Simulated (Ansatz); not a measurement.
# Moving the knobs of a GW run on BP (honeycomb monolayer)

Aim: change settings of a G0W0 run on BP (honeycomb monolayer) and see what moves.

Method: G0W0 on PBE, plane waves, PAW; PAW set soft_1, in Ansatz 0.2.0.

### 1. Starting point

The cell holds 2 atoms: 1 B and 1 P. Cell: a = 3.213 Å, b = 3.213 Å, c = 23.200 Å, α = 90.0°, β = 90.0°, γ = 120.0°. Vacuum lies along c.

The structure was relaxed with PBE. The runs that relaxed it are not among those shown. The Coulomb interaction is cut off across the vacuum.

### 2. The base run: 6×6×1 mesh, 186 empty bands, screening to 54 eV, PAW set soft_1 files

G0W0 replaces the xc potential by the self-energy, built once from these orbitals. Only a window of levels is corrected, while the sums run over the empty bands that the input names. This step takes PAW set soft_1 files.

File input.yaml:

```yaml
crystal:
  lattice:
    - [3.2134492997, 0.0, 0.0]
    - [-1.6067246498, 2.7829287273, 0.0]
    - [0.0, 0.0, 23.2]
  atoms:
    - { symbol: B, position: [0.3333333333, 0.6666666667, 0.4999992744] }
    - { symbol: P, position: [0.6666666667, 0.3333333333, 0.5000007256] }
  periodic: [true, true, false]
kpoints:
  mp_grid: { grid: [6, 6, 1] }
hamiltonian:
  xc: pbe
  pseudopotentials: { kind: paw, azcp: { folder: soft_1 } }
scf:
  occupations: { method: fixed }
gw:
  n_empty_bands: 186
  ecut_chi: 54.0
  qp_bands: [v2, c2]
  qp_kpoints: band_edges
  screening: { model: contour_deformation }
```

On the command line:

```bash
ansatz run input.yaml --threads 4 --pin off --max-ram 17510MiB --backend cpu --events-out ev --progress --plain --runs-dir out
```

Numbers of over 12 decimals in the logs are rounded to 6 here.

What it wrote:

```text
Warning: the atoms were moved onto the symmetric positions of the space group found under crystal.symmetry.tolerance 1.0e-5 (fractional; no operation is sought that the atoms, as they stand in a round, miss by more than twice it, and no atom is moved by as much as it), and the run uses the moved positions. Before a round's move an operation carried an atom to 3.37e-5 Å from where it should land, the largest such dist [...]
Engine: ansatz 0.2.0, aarch64-unknown-linux-gnu
Pseudopotentials: kind: paw
Pseudopotential: B, paw, valence charge 3, recommended cutoff 420 eV (normal), soft_1/B.paw.azcp
Pseudopotential: P, paw, valence charge 5, recommended cutoff 420 eV (normal), soft_1/P.paw.azcp
Functional definition: PBE
  parameter kappa = 0.804
  parameter beta = 0.066725
  exchange = pbe_x(kappa = kappa, mu = beta*pi^2/3)
  correlation = pbe_c(beta = beta)
Crystal: 2 atoms, lattice volume = 207.473 Å³
Basis set: ecut = 420 eV, 4085 PW (Γ)
Bands: 8, of which v1, the nominal top of the filled ones, is band 4 counted from 1 (3 counted from 0)
Symmetry: 12 space group operations
Space group: P-6m2 (ITA 187), of the structure as read, at distance tolerance 5.9e-5 Å
k-points: 7 of 36 (time reversal used)
Non-local potential: B, projectors of the file, l = 0: 2, l = 1: 2, l = 2: 1
Non-local potential: P, projectors of the file, l = 0: 2, l = 1: 2, l = 2: 1
PAW form: soft (Blöchl's): semilocal exchange-correlation on the pseudo side does not see the compensation charge
PAW one-centre angular grid: B, 110 points (default); XC on 64 Gauss nodes
PAW one-centre angular grid: P, 110 points (default); XC on 64 Gauss nodes
Initial density: superposition of atomic densities (neutral atoms: chi_scale 0, normalization atom)
Initial wavefunctions: pseudopotential atomic-orbital guess
Functional: x = pbe(κ = 0.804, μ = 0.219515), c = pbe(β = 0.066725)
SCF iter   1: F=—  HF=-912.465675 eV  |F-HF|=—  |Δ(HF+E_count)|=         —  Δρ=3.05e-2  dr2=2.31e0  ethr=3.10e-3  ⟨swp⟩=7.6  Hψ=517  notcnv=0  defer=13
preconditioner: auto → none  [insulator: Δε(μ)=0.038 eV  Ē_g=11.974 eV  n_scr=10 (ndim 8)  ℏωp=7.3 eV  f_vac=0.766  ε∞_Penn≈1.4]
SCF iter   2: F=—  HF=-911.738589 eV  |F-HF|=—  |Δ(HF+E_count)|=   7.27e-1  Δρ=1.18e-2  dr2=2.49e-1  ethr=3.10e-3  ⟨swp⟩=3.9  Hψ=193  notcnv=0  defer=13
SCF iter   3: F=—  HF=-911.680079 eV  |F-HF|=—  |Δ(HF+E_count)|=   5.85e-2  Δρ=4.76e-3  dr2=3.00e-2  ethr=3.10e-3  ⟨swp⟩=3.1  Hψ=146  notcnv=0  defer=12
SCF iter   4: F=—  HF=-911.674631 eV  |F-HF|=—  |Δ(HF+E_count)|=   5.45e-3  Δρ=1.08e-3  dr2=1.37e-3  ethr=3.75e-4  ⟨swp⟩=3.6  Hψ=116  notcnv=0  defer=13
SCF iter   5: F=—  HF=-911.674683 eV  |F-HF|=—  |Δ(HF+E_count)|=   5.21e-5  Δρ=7.93e-5  dr2=6.97e-6  ethr=1.71e-5  ⟨swp⟩=3.3  Hψ=107  notcnv=0  defer=13
[...]
k-point 2: bands = ["-17.1924", "-11.5787", "-8.4025", "-7.5022", "-1.9620", "-1.5950", "0.7163", "1.8742"]
  k-point 6: bands = ["-15.3744", "-13.0367", "-11.3846", "-5.1139", "-4.2337", "1.2593", "2.1478", "3.3212"]
  ° read free of the cell's end (the report's vacuum.weakly_bound_levels)
--- G₀W₀: contour deformation, 7 samples at zero and on the imaginary axis and 2 off it, 36 q-points, 186 empty bands' worth ---
  eigenvalues of the whole cell's RPA ε∞ on this k-mesh (on a slab, of 1 + 4πα/V) = 1.1059, 7.3447, 7.3447; static W/v taken at q = 0 is 0.382645
  gw.qp_kpoints: band_edges: 5 of 7 stored k-points solved, in 1 pass; an edge of the gap read off the rows below is read off those points alone
    valence top: of the k-points left out ik 5 came nearest to being solved in a further pass, in band 4 (counted from 1, as in the quasiparticle table): it holds the edge there only if its correction is more favourable than any solved in that band by at least 1.213 eV; those differ by 0.094 eV
    conduction bottom: of the k-points left out ik 5 came nearest to being solved in a further pass, in band 5 (counted from 1, as in the quasiparticle table): it holds the edge there only if its correction is more favourable than any solved in that band by at least 0.799 eV; those differ by 0.567 eV
  `?` marks the rows in doubt; gw_qp.tsv's column doubts and the gw_qp event give each row's grounds
    ik  band        ε_KS         Σx   Σc(E_QP)       V_xc       Z   E_QP_lin       E_QP  E_QP is
     0     3     -6.7861   -17.7456     2.5045   -15.1305  0.6175    -6.8982    -6.8967  root
     0     4     -6.7861   -17.7456     2.5045   -15.1305  0.6175    -6.8982    -6.8967  root
     0     5     -1.3602    -1.6846    -2.5437    -4.2402  0.6990    -1.3483    -1.3483  root
     0     6     -0.4726    -7.7077    -4.8564   -13.2103  0.6083     0.2718     0.1736  root
     1     3     -8.5832   -18.1599     3.1586   -14.8583  0.5776    -8.7296    -8.7262  root ?
     1     4     -7.4606   -17.7247     2.6994   -14.8858  0.6093    -7.6029    -7.6001  root
     1     5     -1.1762    -6.8569    -4.4064   -11.8211  0.6225    -0.5542    -0.6185  root
     1     6     -0.7590    -2.3245    -2.7691    -5.1819  0.6877    -0.6698    -0.6708  root
     2     3     -8.4025   -17.9176     3.0701   -14.6729  0.5925    -8.5811    -8.5772  root ?
     2     4     -7.5022   -14.0066     2.3824   -11.4193  0.5532    -7.7153    -7.7071  root ?
     2     5     -1.9620    -7.7046    -4.4597   -12.7427  0.6240    -1.3139    -1.3834  root
     2     6     -1.5950    -6.7886    -4.5576   -11.6924  0.5478    -1.2374    -1.2488  root ?
     3     3     -8.7694   -18.0237     3.2223   -14.6132  0.5915    -8.9628    -8.9576  root ?
     3     4     -6.1703   -13.6861     1.4871   -12.0156  0.6006    -6.3585    -6.3536  root
     3     5     -3.6519    -7.1309    -3.4120   -10.8847  0.6226    -3.2912    -3.3100  root
     3     6     -2.2867    -7.7450    -4.3794   -12.6895  0.6199    -1.6635    -1.7216  root
     6     3    -11.3846   -17.5540     4.1646   -13.2274  0.5093   -11.5526   -11.5465  root ?
     6     4     -5.1139   -13.7041     0.8446   -12.7303  0.6186    -5.2451    -5.2430  root
     6     5     -4.2337    -7.4721    -3.1741   -11.0068  0.6205    -3.8527    -3.8731  root
     6     6      1.2593    -3.4068    -4.1449    -7.7591  0.6806     1.4704     1.4667  root
[key lines of the parts left out:]
SCF converged after 7 iterations
Free energy (F): -911.674686 eV
Fermi energy:    -5.113918 eV
```

The job ended after 20 s (4 threads of Arm Neoverse V1, shared host; peak memory 1.1 GiB).

Reading the cycles: dr2 is the Hartree energy of the density residual (eV), the measure of convergence; HF is the Harris–Foulkes estimate of the energy, which meets the free energy F at convergence.

Numbers from this step:

* bands summed: 190
* plane waves in the screening matrix: 165
* q-points in the mesh: 36
* G0W0 gap on the mesh: 1.370 eV
* k of the valence top: 0.3333, 0.3333, 0
* k of the conduction bottom: 0.3333, 0.3333, 0
* starting gap on the mesh: 0.8803 eV
* Z at the valence top: 0.6186
* Z at the conduction bottom: 0.6205
* least direct G0W0 gap on the computed points: 1.370 eV

The gap on the mesh goes from 0.88 eV to 1.37 eV, a correction of +0.49 eV. Between the two edge states, bare exchange in place of the xc potential would open the gap by 4.51 eV, and correlation takes back 4.02 eV.

### 3. Variant: frequency model

Changes to input.yaml since step 2:

```diff
@@ -21,2 +21,2 @@
   qp_kpoints: band_edges
-  screening: { model: contour_deformation }
+  screening: { model: godby_needs }
```

What it wrote:

```text
[...]
Crystal: 2 atoms, lattice volume = 207.473 Å³
Basis set: ecut = 420 eV, 4085 PW (Γ)
Bands: 8, of which v1, the nominal top of the filled ones, is band 4 counted from 1 (3 counted from 0)
[... 1 set-up line as in the run before ...]
[...]
k-points: 7 of 36 (time reversal used)
[...]
SCF iter   1: F=—  HF=-912.465675 eV  |F-HF|=—  |Δ(HF+E_count)|=         —  Δρ=3.05e-2  dr2=2.31e0  ethr=3.10e-3  ⟨swp⟩=7.6  Hψ=517  notcnv=0  defer=13
[...]
SCF iter   7: F=-911.674686 eV  HF=-911.674686 eV  |F-HF|=4.08e-9  |Δ(HF+E_count)|=   1.00e-7  Δρ=2.40e-6  dr2=1.27e-8  ethr=1.25e-9  ⟨swp⟩=11.9  Hψ=513  notcnv=0
SCF 1 converged in 7 iterations: F = -911.674686 eV  dr2 = 1.27e-8
[...]
NSCF: frozen V_eff on 7 k-points
G₀W₀ screening: q 1/7
[... further progress lines ...]
SCF converged after 7 iterations
Free energy (F): -911.674686 eV
[...]
Internal energy: -911.674686 eV  (E = F + TS)
E sigma→0 (E₀):  -911.674686 eV
Fermi energy:    -5.113918 eV
[...]
--- Band table (eV; the first three rows and the last of 7) ---
[...]
° read free of the cell's end (the report's vacuum.weakly_bound_levels)
--- G₀W₀: ω_p = 23.3552 eV, 36 q-points, 186 empty bands' worth ---
[...]
GN-PPA: 310394/1260831 pairs with Re ω̃² < 0 across q-mesh
[...]
0     3     -6.7861   -17.7456     2.5228   -15.1305  0.7269    -6.8785    -6.8783  root
     0     4     -6.7861   -17.7456     2.5228   -15.1305  0.7269    -6.8785    -6.8783  root
     0     5     -1.3602    -1.6846    -2.5790    -4.2402  0.8142    -1.3836    -1.3836  root
     0     6     -0.4726    -7.7077    -4.6250   -13.2103  0.7315     0.4220     0.4048  root
     1     3     -8.5832   -18.1599     3.1016   -14.8583  0.7110    -8.7836    -8.7831  root
     1     4     -7.4606   -17.7247     2.6984   -14.8858  0.7222    -7.6015    -7.6011  root
     1     5     -1.1762    -6.8569    -4.2513   -11.8211  0.7412    -0.4533    -0.4634  root
     1     6     -0.7590    -2.3245    -2.7804    -5.1819  0.8071    -0.6820    -0.6821  root
[...]
6     3    -11.3846   -17.5540     3.9560   -13.2274  0.6890   -11.7575   -11.7551  root
     6     4     -5.1139   -13.7041     0.8048   -12.7303  0.7272    -5.2833    -5.2829  root
     6     5     -4.2337    -7.4721    -3.1058   -11.0068  0.7313    -3.8020    -3.8048  root
     6     6      1.2593    -3.4068    -4.1405    -7.7591  0.7505     1.4722     1.4712  root
```

The job ended after 22 s (4 threads; peak memory 1.1 GiB; 83 s of CPU time).

The G0W0 gap on the mesh is 1.478 eV.

Against the base:

| setting | base | variant |
| --- | --- | --- |
| frequency model | contour deformation | plasmon pole |

| quantity | variant | base |
| --- | --- | --- |
| starting gap on the mesh | 0.880 | 0.880 |
| G0W0 gap on the mesh | 1.478 | 1.370 |
| least direct G0W0 gap on the computed points | 1.478 | 1.370 |
| Z at the valence top | 0.727 | 0.619 |
| Z at the conduction bottom | 0.731 | 0.621 |

### 4. Results

| Item | Value |
| --- | --- |
| base | 1.37 eV, 20 s |
| frequency model | 1.48 eV, 22 s |

Frequency model: the gap moves by +0.11 eV. All runs here use a coarse mesh and modest cutoffs; they test settings and are not final values. The mesh in the plane is coarse for a sheet; gap and any exciton binding can still move on denser ones.

[Paths, hosts, dates, memory and timing lines, banners, echoed tables and standing remarks are left out of the program output.]

[Logs are printed without paths, hosts, clocks, repeated set-up lines and the standing remarks that a program may print on its own settings, such as how far it seeks lower states.]

[Runs of the session that timed out or met a known fault of the program may be left out.]

[Cells called generated may have been cut or substituted from an entry of the Crystallography Open Database or the Materials Project.]

[Hosts, paths, dates, database ids (printed as entryN), source tags and the programs' standing remarks are cut or masked in the printed files.]
